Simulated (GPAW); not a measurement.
**A GW chain in GPAW: GaN (honeycomb monolayer)**

The cell holds 2 atoms: 1 Ga and 1 N. Its edges and angles: a = 3.263 Å, b = 3.263 Å, c = 11.400 Å, α = 90.0°, β = 90.0°, γ = 120.0°. Vacuum lies along c.

```yaml
method: DFT, PBE, plane waves, PAW (and 1 further level or step)
program: GPAW 26.7.0
settings: cutoff 600 eV, GPAW PAW setups 1.2.1 data release, 12×12×1 k-mesh, nbands 248
cost: 3 runs, 6.6 min in all on 4 MPI ranks of Arm Neoverse V1, shared host
notes: The structure was relaxed with PBE. Limits: no spin-orbit coupling.
pbe_gap: 1.89 eV, indirect
g0w0_gap_on_the_mesh: 4.03 eV
gw_settings: 12×12×1 mesh, 110 bands, screening to 60 eV, full frequency, Hilbert transform
known_limits: short of the basis limit; no spin-orbit coupling
```

G0W0 moves the gap on the mesh from 1.89 eV to 4.03 eV (+2.14 eV), with Z of 0.74 and 0.81 at the edges. Bands and cutoff are finite, so the gap stands short of the basis limit, usually by up to a few tenths of an eV; the mesh is an error of its own.

[Long decimals in the printed logs are rounded to 6 places.]

[Logs are printed without paths, hosts, clocks, repeated set-up lines and the standing remarks that a program may print on its own settings, such as how far it seeks lower states.]

[Paths, hosts, dates, memory and timing lines, banners, echoed tables and standing remarks are left out of the program output; an Ansatz launch command may be rebuilt from the run's recorded settings. Measured values are a selection of at most five: reports struck by readers or far from the other reports are left out. None is set beside runs whose start may be inverted or whose files or cutoffs have a known fault.]

[Runs of the session that timed out or met a known fault of the program may be left out.]

[Hosts, paths, dates, database ids (printed as entryN), source tags and the programs' standing remarks are cut or masked in the printed files.]

[Where the starting crystal was built by hand or by swapping elements, it need not be the compound's stable phase.]
